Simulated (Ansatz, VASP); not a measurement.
KCl: VASP beside Ansatz

```xyz
2
Lattice="3.7583 0.0000 0.0000 0.0000 3.7712 0.0000 0.0000 0.0000 3.7712" Properties=species:S:1:pos:R:3 pbc="T T T"
K     0.0000    0.0000    0.0000
Cl    1.8792    1.8856    1.8856
```

Change from the starting cell: uniaxial_x strain -0.3%.

Alike in both runs: task single point; functional PBE; k mesh 8 × 8 × 8; occupations fermi-dirac, width 0.02 eV; no spin polarisation.

|  | VASP | Ansatz |
| --- | --- | --- |
| version | VASP 6.6.1 | Ansatz 0.2.0 |
| potentials or method | VASP PAW PBE potentials, release 64 (K_sv, Cl) | plane waves, PAW |
| plane-wave cutoff (eV) | 520 | 420 |
| valence electrons in the cell | 16 | 16 |

|  | VASP | Ansatz | Ansatz less VASP |
| --- | --- | --- | --- |
| gap on the k mesh at the Fermi level (eV) | 5.03 | 5.04 | +0.002 |
| pressure (GPa) | 1.2 | 1.2 | -0.02 |
| largest component of the traceless stress (GPa) | 0.10 | 0.10 | 0.000 |

A k mesh can miss the band edges.
